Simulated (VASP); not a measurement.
Crystal: WC (Qusongite).

```
W C
1.0
     2.90650    0.00000    0.00000
    -1.45325    2.51710    0.00000
     0.00000    0.00000    2.83660
W C
1 1
Direct
  0.00000 0.00000 0.00000
  0.66667 0.33333 0.50000
```

Base run:

```yaml
Program: VASP 6.6.1
Functional: LAK
Potentials_or_basis: VASP PAW PBE potentials, release 64 (W_sv, C)
Cutoff: 520 eV
k_mesh: 10 × 10 × 9
Occupations: fermi-dirac, width 0.05 eV
Spin: no spin polarisation
```

Its results: pressure 10.4 GPa.

Problem. After a change of settings the same cell gave: pressure -3.5 GPa. Which change was it?
A. functional from LAK to PBEsol; further incar settings from ALGO = Normal; EDIFF = 1e-06 to ALGO = Normal; EDIFF = 1e-07; NBANDS = 16
B. functional from LAK to PBE; occupations from fermi-dirac, width 0.05 eV to gaussian, width 0.017 eV
C. functional from LAK to SCAN; further incar settings from ALGO = Normal; EDIFF = 1e-06 to ALGO = Normal; EDIFF = 1e-07
D. functional from LAK to PBE0; k mesh from 10 × 10 × 9 to 5 × 5 × 5

Solution. D.

Caveats: some runs use coarse meshes; the PAW data sets were made with another functional, which shifts forces and pressure a little; an unscreened hybrid on a path of extra k points without a Coulomb cutoff has errors near the mesh points, so the bands along the path aren't reliable (some runs).

Not every run made on this cell is shown here.
